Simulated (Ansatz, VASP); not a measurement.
# SnSe: VASP beside Ansatz

Wanted: the spread between two codes on one cell, functional and k mesh. The cell is taken from a series of VASP runs on this material, whose earlier steps may have relaxed, scaled or displaced it; both programs get it as it stands.

Calculated with Ansatz 0.2.0; plane waves, with VASP 6.6.1 beside it; relaxation of cell and atoms at LDA.

## Step 1: The starting structure

It takes space group Fm-3m (No. 225, cubic). Conventional cell: a = 5.884 Å, b = 5.884 Å, c = 5.884 Å, α = 90.00°, β = 90.00°, γ = 90.00°. Nearest to Sn lie 6 Se at 2.94 Å. Se has 6 Sn at 2.94 Å nearest. Farther neighbours and most contacts between anions are not listed.

## Step 2: Ansatz: relaxation of cell and atoms, LDA

Ansatz runs on its default PAW (the set named soft_2) files.

The relaxed volume is the usual yardstick between codes: its relative difference is about their pressure difference at one cell divided by the bulk modulus.

Contents of input.yaml:

```yaml
crystal:
  lattice:
    - [0.0, 2.9420910559, 2.9420910559]
    - [2.9420910559, 0.0, 2.9420910559]
    - [2.9420910559, 2.9420910559, 0.0]
  atoms:
    - { symbol: Sn, position: [0.0, 0.0, 0.0] }
    - { symbol: Se, position: [0.5, 0.5, 0.5] }
hamiltonian:
  xc: lda
  pseudopotentials: { kind: paw }
kpoints:
  mp_grid: { grid: [6, 6, 6] }
scf:
  occupations: { method: gaussian, width: 0.03 }
relax:
  f_tol: 0.01
  max_steps: 60
  cell: { stress_tol: 0.05 }
output:
  forces: true
  stress: true
  write_density: true
  write_potential: true
  elf: true
  volumetric_format: npy
```

Run with:

```sh
ansatz run input.yaml --threads 4 --pin off --max-ram 9216MiB --backend cpu --events-out ev --progress --plain --runs-dir out
```

Numbers of over 12 decimals in the logs are rounded to 6 here.

Output:

```text
Engine: ansatz 0.2.0, aarch64-unknown-linux-gnu
Pseudopotentials: kind: paw
Pseudopotential: Sn, paw, valence charge 14, recommended cutoff 420 eV (normal), Sn.paw.azcp
Pseudopotential: Se, paw, valence charge 16, recommended cutoff 420 eV (normal), Se.paw.azcp
Functional definition: SPW92
  exchange = slater_x
  correlation = pw_c
Crystal: 2 atoms, lattice volume = 50.933 Å³
Basis set: ecut = 420 eV, 965 PW (Γ)
Bands: 19, of which v1, the nominal top of the filled ones, is band 15 counted from 1 (14 counted from 0)
Symmetry: 48 space group operations
Space group: Fm-3m (ITA 225), of the structure as read, at distance tolerance 3.7e-5 Å
k-points: 16 of 216
Non-local potential: Sn, projectors of the file, l = 0: 2, l = 1: 2, l = 2: 2, l = 3: 2
Non-local potential: Se, projectors of the file, l = 0: 2, l = 1: 2, l = 2: 3, l = 3: 1
PAW form: soft (Blöchl's): semilocal exchange-correlation on the pseudo side does not see the compensation charge
PAW frozen core: Sn, regenerated for the run's functional, and the local potential with it (the file was generated under x = pbe(κ = 0.804, μ = 0.219515), c = pbe(β = 0.066725))
PAW frozen core: Se, regenerated for the run's functional, and the local potential with it (the file was generated under x = pbe(κ = 0.804, μ = 0.219515), c = pbe(β = 0.066725))
PAW one-centre angular grid: Sn, 590 points (default); XC on 64 Gauss nodes
PAW one-centre angular grid: Se, 590 points (default); XC on 64 Gauss nodes
Initial density: superposition of atomic densities (neutral atoms: chi_scale 0, normalization atom), corrected by the library's trained network
Initial wavefunctions: pseudopotential atomic-orbital guess
Functional: x = slater, c = lda
SCF iter   1: F=—  HF=-11263.690387 eV  |F-HF|=—  |Δ(HF+E_count)|=         —  Δρ=5.34e-3  dr2=9.00e-3  ethr=1.77e-3  ⟨swp⟩=5.9  Hψ=1468  notcnv=0
preconditioner: auto → none  [insulator: Δε(μ)=0.928 eV  Ē_g=17.501 eV  σ=0.030 eV  W_gap=1.00  n_scr=14 (ndim 8)  ℏωp=23.3 eV  f_vac=0.008  D(μ)=0.00/eV (n_scr^D=0)  ε∞_Penn≈2.8]
SCF iter   2: F=—  HF=-11263.685416 eV  |F-HF|=—  |Δ(HF+E_count)|=   4.97e-3  Δρ=2.10e-3  dr2=1.85e-3  ethr=3.00e-5  ⟨swp⟩=2.0  Hψ=656  notcnv=0
SCF iter   3: F=—  HF=-11263.684818 eV  |F-HF|=—  |Δ(HF+E_count)|=   5.98e-4  Δρ=4.08e-4  dr2=9.75e-5  ethr=6.18e-6  ⟨swp⟩=1.9  Hψ=418  notcnv=0
SCF iter   4: F=—  HF=-11263.684790 eV  |F-HF|=—  |Δ(HF+E_count)|=   2.79e-5  Δρ=4.85e-5  dr2=1.29e-6  ethr=3.25e-7  ⟨swp⟩=2.1  Hψ=538  notcnv=0
iter 5 did not close the SCF: its close was put off for the readings that it lacked (scf_convergence_deferred on its scf_iter line)
SCF iter   5: F=-11263.684788 eV  HF=-11263.684788 eV  |F-HF|=5.58e-8  |Δ(HF+E_count)|=   2.16e-6  Δρ=2.14e-5  dr2=6.54e-8  ethr=4.31e-9  ⟨swp⟩=2.0  Hψ=544  notcnv=0
SCF iter   6: F=-11263.684788 eV  HF=-11263.684788 eV  |F-HF|=3.72e-9  |Δ(HF+E_count)|=   7.32e-8  Δρ=4.19e-6  dr2=4.20e-9  ethr=2.18e-10  ⟨swp⟩=5.5  Hψ=1762  notcnv=0
SCF 1 converged in 6 iterations: F = -11263.684788 eV  dr2 = 4.20e-9
  greatest PAW one-centre occupation: 1.000 electrons in one spin orbital (limit 2), on the Se atom at site 1 (counted from 0), in its partial waves of l = 2
relax step   1: F+E_penalty+E_count = -11263.68478818 eV  Δ(F+E_penalty+E_count) = +0.000e0 eV  max|allowed force component| = 8.809e-30 eV/Å  Δτ_max = 0.0000 Å  P = -0.106 GPa  Ω = 50.933 Å³  (6 SCF iters, dr2 threshold 1.00e-7 eV, accepted)
[...]
relax step   2: F+E_penalty+E_count = -11263.68483292 eV  Δ(F+E_penalty+E_count) = -4.474e-5 eV  max|allowed force component| = 6.015e-30 eV/Å  Δτ_max = 0.0000 Å  P = +0.070 GPa  Ω = 50.786 Å³  energy of the carried Pulay correction = +2.822e-5 eV  (6 SCF iters, accepted)
[...]
relax step   3: F+E_penalty+E_count = -11263.68483440 eV  Δ(F+E_penalty+E_count) = -1.480e-6 eV  max|allowed force component| = 1.643e-30 eV/Å  Δτ_max = 0.0000 Å  P = -0.000 GPa  Ω = 50.845 Å³  energy of the carried Pulay correction = +1.698e-5 eV  (6 SCF iters, accepted)
[...]
relax step   4: F+E_penalty+E_count = -11263.68482642 eV  Δ(F+E_penalty+E_count) = +7.977e-6 eV  max|allowed force component| = 5.423e-31 eV/Å  Δτ_max = 0.0000 Å  P = -0.000 GPa  Ω = 50.845 Å³  stress off target by 2.82e-4 GPa  SCF on the basis re-selected at this cell (its energy is not comparable with the rows above)  (7 SCF iters)
basis re-selected at this cell: Δ(F+E_penalty+E_count) = +7.977e-6 eV, ΔP = -0.000 GPa vs the last step (what re-selecting the basis moved, of the pressure what is left beyond the Pulay correction that the steps carried, after the strain that the cell walked since its last selection, with what the two solves' SCF thresholds leave and, on support functions, any second-order correction that the steps lacked; it is no m [...]
SCF converged after 7 iterations
Free energy (F): -11263.684826 eV
Harris-Foulkes:  -11263.684826 eV  (|F-HF|=1.82e-12)
Internal energy: -11263.684826 eV  (E = F + TS)
E sigma→0 (E₀):  -11263.684826 eV
Fermi energy:    10.102633 eV
--- Per-component energies (eV) ---
  E_band       = -460.096956
  E_kinetic    = 306.409845
  E_local      = -3221.482202  (includes V_loc(G=0)·N_el)
  E_nonlocal   = -617.424780
  E_hartree    = 1703.709406
  E_xc         = -484.108986
  E_vxc        = -198.689300  (∫ρ·V_xc dr)
  E_paw        = -5818.546154  (= ΣΔE_a)
  E_vpaw       = -136.328737  (= ΣTr[D̂ρ^β])
  E_aug_tail   = -0.000593  (compensation charges beyond the density's cutoff)
  E_ewald      = -3134.883624
  E_core_change = 2.642261  (= ΣΔE_core)
  E_smearing   = -0.000000  (= −TS)
  E_closure    = -0.000000  (closes the sum)
  Σ components = -11263.684826   (vs F -11263.684826, Δ=0.00e0)
--- Forces (eV/Å), atoms counted from 1 ---
  atom   1  Sn    -0.00000000     0.00000000    -0.00000000
  atom   2  Se    -0.00000000    -0.00000000    -0.00000000
  max |Σ_I F_I| component: 9.37e-31 eV/Å
--- Stress (GPa, compression-positive) ---
       -0.000282      -0.000000      -0.000000
       -0.000000      -0.000282      -0.000000
       -0.000000      -0.000000      -0.000282
  P = ⅓ Tr σ = -0.0003 GPa (-0.003 kbar)
--- Band table (eV; the first three rows and the last of 16) ---
  k-point 0: bands = [... 11 lower, 4.7914, 7.4172, 7.4172, 7.4172, 14.2753, 14.2753, 14.2753, 15.5996]
  k-point 1: bands = [... 11 lower, 3.6689, 7.4569, 7.4569, 8.2743, 12.8586, 13.0404, 13.0404, 15.6093]
  k-point 2: bands = [... 11 lower, 2.0527, 7.5888, 7.5888, 9.2182, 11.2848, 11.5477, 11.5477, 16.5488]
  k-point 15: bands = [... 11 lower, 2.7637, 4.2141, 5.1766, 7.9298, 12.5171, 13.7047, 15.4070, 16.1687]
--- Relaxed structure (3 steps of the walk, 3 accepted, 1 SCFs on fresh bases) ---
  F+E_penalty+E_count = -11263.68482642 eV   max|allowed force component| = 5.423e-31 eV/Å   (the final SCF, on the basis selected at the relaxed cell)
  cell:  # Å, volume = 50.8446 Å³
    - [0, 2.940390, 2.940390]
    - [2.940390, 0, 2.940390]
    - [2.940390, 2.940390, 0]
  atoms:
    - { symbol: Sn, position: [0, 0, 0] }
    - { symbol: Se, position: [0.5, 0.5, 0.5] }
```

Elapsed: 1.5 s, on 4 threads of Arm Neoverse V1, shared host; peak memory 0.34 GiB.

## Step 3: VASP: relaxation of cell and atoms, LDA

The same cell, functional (in two slightly different forms), mesh and smearing now go to VASP, with its own data sets and cutoff.

Lines of VASP's logs that name or quote its potential files are left out, and so is its time.

Contents of INCAR:

```
SYSTEM = SnSe
PREC = Accurate
ENCUT = 500
EDIFF = 1E-07
NELM = 100
ISMEAR = 0
SIGMA = 0.03
LREAL = .FALSE.
ALGO = Normal
GGA = CA
NBANDS = 16
LORBIT = 11
LWAVE = .FALSE.
LCHARG = .FALSE.
KPAR = 4
IBRION = 2
NSW = 50
ISIF = 3
EDIFFG = -0.002
```

Contents of POSCAR:

```
SnSe
1.0
    0.0000000000      2.9420910559      2.9420910559
    2.9420910559      0.0000000000      2.9420910559
    2.9420910559      2.9420910559      0.0000000000
Sn Se
1 1
Direct
    0.0000000000      0.0000000000      0.0000000000
    0.5000000000      0.5000000000      0.5000000000
```

Contents of KPOINTS:

```
Automatic mesh
0
Gamma
6 6 6
0 0 0
```

The projector-augmented-wave data sets are Sn_d and Se (LDA family, release 64).

Run with:

```sh
mpirun -np 4 vasp_std
```

Output:

```text
[banner, memory and clock lines left out]
running    4 mpi-ranks, on    1 nodes
 distrk:  each k-point on    1 cores,    4 groups
 distr:  one band on    1 cores,    1 groups

 POSCAR found type information on POSCAR SnSe
 POSCAR found :  2 types and       2 ions
 LDA part: xc-table for (Slater(with rela. corr.)+CA(PZ))
 , standard interpolation
 POSCAR, INCAR and KPOINTS ok, starting setup
 FFT: planning ... GRIDC
 FFT: planning ... GRID_SOFT
 FFT: planning ... GRID
 WAVECAR not read
 entering main loop
       N       E                     dE             d eps       ncg     rms          rms(c)
DAV:   1     0.128538381485E+03    0.12854E+03   -0.97929E+03   520   0.154E+03
DAV:   2     0.157229750727E+01   -0.12697E+03   -0.12272E+03   584   0.366E+02
DAV:   3    -0.941337931393E+01   -0.10986E+02   -0.10958E+02   640   0.924E+01
DAV:   4    -0.968067473200E+01   -0.26730E+00   -0.26723E+00   640   0.163E+01
DAV:   5    -0.968937526273E+01   -0.87005E-02   -0.87005E-02   712   0.268E+00    0.362E+00
DAV:   6    -0.954392366633E+01    0.14545E+00   -0.35038E-01   768   0.386E+00    0.225E+00
DAV:   7    -0.953686151547E+01    0.70622E-02   -0.56690E-02   624   0.119E+00    0.965E-01
DAV:   8    -0.953556839847E+01    0.12931E-02   -0.53362E-03   648   0.662E-01    0.657E-02
DAV:   9    -0.953547194260E+01    0.96456E-04   -0.77465E-04   760   0.234E-01    0.405E-02
DAV:  10    -0.953547101832E+01    0.92428E-06   -0.63801E-05   640   0.508E-02    0.822E-03
DAV:  11    -0.953547164177E+01   -0.62346E-06   -0.47791E-06   656   0.178E-02    0.329E-03
DAV:  12    -0.953547161909E+01    0.22687E-07   -0.46133E-07   664   0.934E-03
   1 F= -.95354716E+01 E0= -.95354716E+01  d E =-.953547E+01
 curvature:   0.00 expect dE= 0.000E+00 dE for cont linesearch  0.000E+00
 trial: gam= 0.00000 g(F)=  0.586E-61 g(S)=  0.121E-06 ort = 0.000E+00 (trialstep = 0.100E+01)
 search vector abs. value=  0.122E-06
 reached required accuracy - stopping structural energy minimisation
```

Parts of OUTCAR (step 3):

```text
ion  position               nearest neighbor table
   1  0.000  0.000  0.000-   2 2.94   2 2.94   2 2.94   2 2.94   2 2.94   2 2.94
   2  0.500  0.500  0.500-   1 2.94   1 2.94   1 2.94   1 2.94   1 2.94   1 2.94

  LATTYP: Found a face centered cubic cell.
 ALAT       =     5.8841821118

 Subroutine GETGRP returns: Found 48 space group operations
 (whereof 48 operations were pure point group operations)

The static configuration has the point symmetry O_h .

 Found     16 irreducible k-points:

   k-points           NKPTS =     16   k-points in BZ     NKDIM =     16   number of bands    NBANDS=     16

   dimension x,y,z NGX =    30 NGY =   30 NGZ =   30
   dimension x,y,z NGXF=    60 NGYF=   60 NGZF=   60

   ENCUT  =  500.0 eV  36.75 Ry    6.06 a.u.   7.59  7.59  7.59*2*pi/ulx,y,z

   NELECT =      20.0000    total number of electrons

 k-points in reciprocal lattice and weights: Automatic mesh
   0.00000000  0.00000000  0.00000000       0.005
   0.16666667  0.00000000  0.00000000       0.037
   0.33333333  0.00000000  0.00000000       0.037
   0.50000000  0.00000000  0.00000000       0.019
   0.16666667  0.16666667  0.00000000       0.028
   0.33333333  0.16666667  0.00000000       0.111
   0.50000000  0.16666667  0.00000000       0.111
  -0.33333333  0.16666667  0.00000000       0.111
  -0.16666667  0.16666667  0.00000000       0.056
[...]
-0.33333333  0.33333333  0.16666667       0.111
  -0.33333333  0.50000000  0.16666667       0.056

 average (electrostatic) potential at core
       1-100.6528       2 -58.4638

 E-fermi :   6.2655

 k-point     1 :       0.0000    0.0000    0.0000
  band No.  band energies     occupation
    ...
      6      -8.1479      2.00000
      7       1.2584      2.00000
      8       3.8407      2.00000
      9       3.8407      2.00000
     10       3.8407      2.00000
     11      10.6933      0.00000
     12      10.6933      0.00000
     13      10.6933      0.00000
     14      12.0028      0.00000
     15      12.0028      0.00000
    ...

 k-point     2 :       0.1667    0.0000    0.0000
  band No.  band energies     occupation
    ...
      6      -7.9307      2.00000
      7       0.1249      2.00000
      8       3.8803      2.00000
      9       3.8803      2.00000
     10       4.7078      2.00000
     11       9.2812      0.00000
     12       9.4570      0.00000
     13       9.4570      0.00000
     14      12.0182      0.00000
     15      12.6707      0.00000
    ...

 k-point     3 :       0.3333    0.0000    0.0000
  band No.  band energies     occupation
    ...
      6      -7.4004      2.00000
      7      -1.4979      2.00000
      8       4.0118      2.00000
      9       4.0118      2.00000
     10       5.6527      2.00000
     11       7.7167      0.00000
     12       7.9653      0.00000
     13       7.9653      0.00000
     14      12.9592      0.00000
     15      14.3803      0.00000
    ...

  Total       -0.0012953     -0.0012953     -0.0012953     -0.0000000     -0.0000000      0.0000000
  in kB       -0.0407449     -0.0407449     -0.0407449     -0.0000000     -0.0000000      0.0000000
  external PRESSURE =      -0.0407449 kB  Pullay stress =       0.0000000 kB

  energy-cutoff  :      500.00
  volume of cell :       50.93
      direct lattice vectors                 reciprocal lattice vectors
     0.000000000  2.942091056  2.942091056    -0.169947153  0.169947153  0.169947153
     2.942091056  0.000000000  2.942091056     0.169947153 -0.169947153  0.169947153
     2.942091056  2.942091056  0.000000000     0.169947153  0.169947153 -0.169947153

 POSITION                                       TOTAL-FORCE (eV/Angst)
 -----------------------------------------------------------------------------------
      0.00000      0.00000      0.00000         0.000000      0.000000     -0.000000
      2.94209      2.94209      2.94209         0.000000     -0.000000      0.000000
 -----------------------------------------------------------------------------------
    total drift:                               -0.000000      0.000000      0.000000

  FREE ENERGIE OF THE ION-ELECTRON SYSTEM (eV)
  ---------------------------------------------------
  free  energy   TOTEN  =        -9.5354716191 eV

  energy  without entropy=       -9.5354716191  energy(sigma->0) =       -9.53547162

 reached required accuracy - stopping structural energy minimisation

 total charge
# of ion       s       p       d       tot
------------------------------------------
    1        1.381   0.743   9.998  12.122
    2        1.490   2.292   0.033   3.815
--------------------------------------------------
tot          2.871   3.036  10.031  15.937

[... 3 further parts left out ...]
```

## Step 4: Side by side

Known differences besides the potentials themselves: the two LDA forms differ slightly; both relaxations stop at a tolerance, which leaves soft axes loose, and VASP keeps its plane-wave basis; the data sets hold 30 valence electrons in Ansatz (default PAW (the set named soft_2) files) and 20 in VASP; the cutoff is 420 eV in Ansatz and 500 eV in VASP; VASP's log shows a relativistic correction to its local exchange, Ansatz's none; Ansatz adds a Pulay correction to the stress that steers its cell, VASP none. Total energies have different zeros and are not compared.

Both answers:

| quantity | Ansatz | VASP | difference |
| --- | --- | --- | --- |
| volume (Å³) | 50.84 | 50.93 | -0.17 % |
| edge a after relaxation, in the typed setting (Å) | 4.158 | 4.161 | -0.06 % |

The walks stopped with 0.00 GPa left in Ansatz and 0.00 GPa in VASP; each walk ends within a tolerance, so the volume difference is uncertain by about these residues over the bulk modulus, most in soft cells.

## Step 5: Results

```json
{
  "difference in volume (relaxation of cell and atoms, LDA)": "-0.17 %"
}
```

The difference in volume is -0.17 % (relaxation of cell and atoms, LDA), within the 1.2 % picked in this series as the mark of a large difference, as far as the stopping tolerances let one tell. How closely two codes agree says nothing of how well the functional describes the real material.

[Lines on the potential files, build, host, timing and source positions are cut from VASP's logs without a mark.]

[Logs are printed without paths, hosts, clocks, repeated set-up lines and the standing remarks that a program may print on its own settings, such as how far it seeks lower states.]

[Hosts, paths, dates, database ids (printed as entryN), source tags and the programs' standing remarks are cut or masked in the printed files.]
